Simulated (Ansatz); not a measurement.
Si2Ni:

```
Ni Si
1.0
     0.00000    2.70300    2.70300
     2.70300    0.00000    2.70300
     2.70300    2.70300    0.00000
Ni Si
1 2
Cartesian
  0.0000 0.0000 0.0000
  4.0545 4.0545 4.0545
  1.3515 1.3515 1.3515
```

| Item | Value |
| --- | --- |
| Program | Ansatz 0.2.0 |
| Task | single point |
| Functional | PBEsol |
| Potentials or basis | all-electron LAPW, scalar-relativistic |
| Cutoff | 293 eV (chosen from the basis error) |
| Basis error allowed | 0.001 eV/atom |
| k mesh | 9 × 9 × 9 |
| Occupations | fermi-dirac, width 0.05 eV |
| Spin | collinear spin, ferromagnetic start |
| Starting moments | [1.0, 0.0, 0.0] μB |

On this cell: pressure -0.9 GPa; largest force zero by symmetry; net moment 0.00 μB per cell; band gap on the k mesh none (metal or under the smearing width).

The same run follows on a disturbed copy (atoms moved at random, drawn with an rms of 0.05 Å):

```xyz
3
Lattice="0.0000 2.7030 2.7030 2.7030 0.0000 2.7030 2.7030 2.7030 0.0000" Properties=species:S:1:pos:R:3 pbc="T T T"
Ni    0.0143    0.0009    0.0401
Si    4.1013    4.1078    4.0658
Si    1.3735    1.3512    1.3452
```

Task: What changes?

Result: The energy (extrapolated to zero smearing) moves by +7.2 meV/atom; pressure -0.7 GPa; largest force 0.455 eV/Å; net moment 0.00 μB per cell; band gap on the k mesh none (metal or under the smearing width).

Forces on the atoms (eV/Å):
```
Ni   0.171  0.241 -0.339
Si  -0.207 -0.400  0.060
Si   0.036  0.160  0.278
```

Stress tensor (GPa, compression positive):
```
-0.72  0.66  1.44
 0.66 -0.65  0.60
 1.44  0.60 -0.79
```

Caveats: the starting moments weren't kept.
